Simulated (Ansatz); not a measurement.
## WSe$_{2}$: how the SCF end depends on the start

WSe$_{2}$ is taken as a measured crystal structure (space group P6_3/mmc), 6 atoms in the cell. Source: COD entry 9012193; the sample's temperature and pressure aren't taken into account, and it need not be the stable phase.

```
CELL_PARAMETERS angstrom
3.28200 0.00000 0.00000
-1.64100 2.84230 0.00000
0.00000 0.00000 12.96000
ATOMIC_POSITIONS crystal
W 0.33333 0.66667 0.25000
W 0.66667 0.33333 0.75000
Se 0.33333 0.66667 0.62110
Se 0.66667 0.33333 0.12110
Se 0.33333 0.66667 0.87890
Se 0.66667 0.33333 0.37890
```

Atoms are numbered from 1 in the order listed.

Level of theory: Ansatz development build ahead of 0.2.0, DFT, r2SCAN, PAW, plane waves, scalar-relativistic.

- Plane-wave cutoff: 500 eV
- k-point mesh: 7×7×2 (Γ-centred)
- Occupations: Fermi–Dirac smearing, 0.03 eV

Gaps of semilocal functionals run low against measured ones.

The run was started with:
```sh
ansatz run input.yaml --threads 2 --pin off --max-ram 5120MiB --backend cpu --events-out ev --progress --plain --runs-dir out
```

Machine: 2 threads of Intel(R) Xeon(R) Processor @ 2.50GHz (Skylake/Cascade Lake), on a shared host.

“Plain SCF” means no search for lower states.

State 1 (lowest found): non-magnetic, a gap of 1.24 eV on the k-mesh; pressure 2.6 GPa. Reached from:
- parallel moments scaled by 1.5, plain SCF [W1 1.50, W2 1.50 μB]: 18 iterations, 76 s
- opposed moments +-, plain SCF [W1 1.00, W2 -1.00 μB]: 17 iterations, 83 s
- parallel moments, plain SCF [W1 1.00, W2 1.00 μB]: 17 iterations, 52 s
- spin on, no moments given (the program may seed its own), plain SCF: 13 iterations, 27 s
- no spin polarisation: 8 iterations, 13 s

The 5 converged runs end in 1 distinct state. Spin polarisation gains nothing here: every starting moment dies out. These are lowest states among those tried, not proven ground states.
